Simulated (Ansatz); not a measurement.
One change: `N#CCC#N` becomes `C=CCC#N`.

Ansatz, PBE0-D4/def2-TZVP geometries, multiplicity 1. Each molecule was computed in one conformer, which needn't be the lowest.

```json
{"property": "HOMO–LUMO gap (ωB97M-V/def2-TZVPP) / eV", "`N#CCC#N`": "13.86"}
{"property": "size of the dipole moment (ωB97M-V/def2-TZVPP) / D", "`N#CCC#N`": "3.86"}
{"property": "HOMO energy (ωB97M-V/def2-TZVPP) / eV", "`N#CCC#N`": "-12.39"}
{"property": "LUMO energy (PBE/def2-TZVPP) / eV", "`N#CCC#N`": "-1.55"}
{"property": "LUMO energy (ωB97M-V/def2-TZVPP) / eV", "`N#CCC#N`": "1.47"}
{"property": "HOMO–LUMO gap (PBE/def2-TZVPP) / eV", "`N#CCC#N`": "7.18"}
```

Q: Give the same properties after the change, and the shifts. (An estimate is asked.)

A: The calculation gave: 
```
                                          property  `C=CCC#N`  shift
           HOMO–LUMO gap (ωB97M-V/def2-TZVPP) / eV      12.33  -1.53
size of the dipole moment (ωB97M-V/def2-TZVPP) / D       3.88   0.02
             HOMO energy (ωB97M-V/def2-TZVPP) / eV     -10.39   2.00
                 LUMO energy (PBE/def2-TZVPP) / eV      -1.26   0.29
             LUMO energy (ωB97M-V/def2-TZVPP) / eV       1.94   0.47
               HOMO–LUMO gap (PBE/def2-TZVPP) / eV       5.71  -1.47
```

With PBE0 the HOMO rises by 1.97 eV and the LUMO rises by 0.26 eV, so the gap narrows by about 1.71 eV. PBE moves the HOMO by 1.76 eV and ωB97M-V by 2.00 eV. Dipoles are sizes alone; their direction can turn.

Positive LUMOs are unbound, so they and the gaps depend on the basis.
